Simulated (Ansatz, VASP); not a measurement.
**HfSiO4: VASP beside Ansatz**

The input POSCAR:

```
HfSiO4
1.0
    0.0000000000      4.1278531264      4.1278531264
    4.1278531264      0.0000000000      4.1278531264
    4.1278531264      4.1278531264      0.0000000000
Hf Si O
1 1 4
Direct
    0.0000000000      0.0000000000      0.0000000000
    0.7500000000      0.7500000000      0.7500000000
    0.8641703972      0.8641703972      0.4074888084
    0.8641703972      0.4074888084      0.8641703972
    0.4074888084      0.8641703972      0.8641703972
    0.8641703972      0.8641703972      0.8641703972
```

INCAR.step1

```
SYSTEM = HfSiO4
  PREC = Accurate
  ENCUT = 520
  ISMEAR = 0
  SIGMA = 0.02
  LREAL = .FALSE.
  LASPH = .TRUE.
  NELM = 80
  NBANDS = 28
  GGA = PE
  ALGO = Normal
  EDIFF = 1E-4
  LWAVE = .TRUE.
  LCHARG = .FALSE.
```

INCAR.step2

```
SYSTEM = HfSiO4
  PREC = Accurate
  ENCUT = 520
  EDIFF = 1E-6
  ISMEAR = 0
  SIGMA = 0.02
  LREAL = .FALSE.
  LASPH = .TRUE.
  NELM = 80
  ALGO = Normal
  ISIF = 2
  LWAVE = .FALSE.
  LCHARG = .FALSE.
  METAGGA = R2SCAN
  LMIXTAU = .TRUE.
  NBANDS = 28
  ISTART = 1
```

The input KPOINTS:

```
Automatic mesh
0
G
  6 6 6
  0 0 0
```

Input for Ansatz:

```yaml
crystal:
  lattice:
    - [0.0, 4.1278531264, 4.1278531264]
    - [4.1278531264, 0.0, 4.1278531264]
    - [4.1278531264, 4.1278531264, 0.0]
  atoms:
    - { symbol: Hf, position: [0.0, 0.0, 0.0] }
    - { symbol: Si, position: [0.75, 0.75, 0.75] }
    - { symbol: O, position: [0.8641703972, 0.8641703972, 0.4074888084] }
    - { symbol: O, position: [0.8641703972, 0.4074888084, 0.8641703972] }
    - { symbol: O, position: [0.4074888084, 0.8641703972, 0.8641703972] }
    - { symbol: O, position: [0.8641703972, 0.8641703972, 0.8641703972] }
basis:
  ecutwfc: 500
kpoints:
  mp_grid: { grid: [6, 6, 6] }
  band_path:
    path:
      - [[0.0, 0.0, 0.0], [-0.5, -0.5, 0.0], [-0.375, -0.375, 0.25]]
      - [[-0.375, 0.0, 0.375], [0.0, 0.0, 0.0], [0.0, 0.0, 0.5], [-0.5, -0.25, 0.25], [-0.5, -0.5, 0.0]]
    npoints: 14
hamiltonian:
  xc: r2scan
scf:
  occupations: { method: gaussian, width: 0.02 }
  n_extra_bands: 15
output:
  forces: true
  stress: true
  eigenvalues: true
  populations: true
  dos: { projected: true, de: 0.02, nscf_kmesh: { grid: [9, 9, 9] } }
  bader: true
```

Alike in both runs: task single point; functional r2SCAN; k mesh 6 × 6 × 6; occupations gaussian, width 0.02 eV; no spin polarisation.

|  | VASP | Ansatz |
| --- | --- | --- |
| version | VASP 6.6.1 | Ansatz 0.2.0 |
| potentials or method | VASP PAW PBE potentials, release 64 (Hf_pv, Si, O) | scalar-relativistic, plane waves, PAW |
| plane-wave cutoff (eV) | 520 | 500 |
| valence electrons in the cell | 38 | 54 |

```tsv
	VASP	Ansatz	Ansatz less VASP
gap on the k mesh at the Fermi level (eV)	5.33	5.33	-0.002
least direct gap on the mesh (eV)	5.33	5.33	-0.002
pressure (GPa)	-2.9	-2.4	+0.53
rms of the force components (eV/Å)	0.019	0.089	+0.0699
```

Atom by atom the forces differ by 0.109 eV/Å (rms over components). One of these differences is far larger than is usual between the two programs; its cause wasn't traced. The two sets of potentials don't hold the same shells in valence.

Caveats: the PAW data sets were made with another functional, which shifts forces and pressure a little (VASP); spin-orbit coupling is left out, which moves the levels of the heavy elements. A k mesh can miss the band edges.
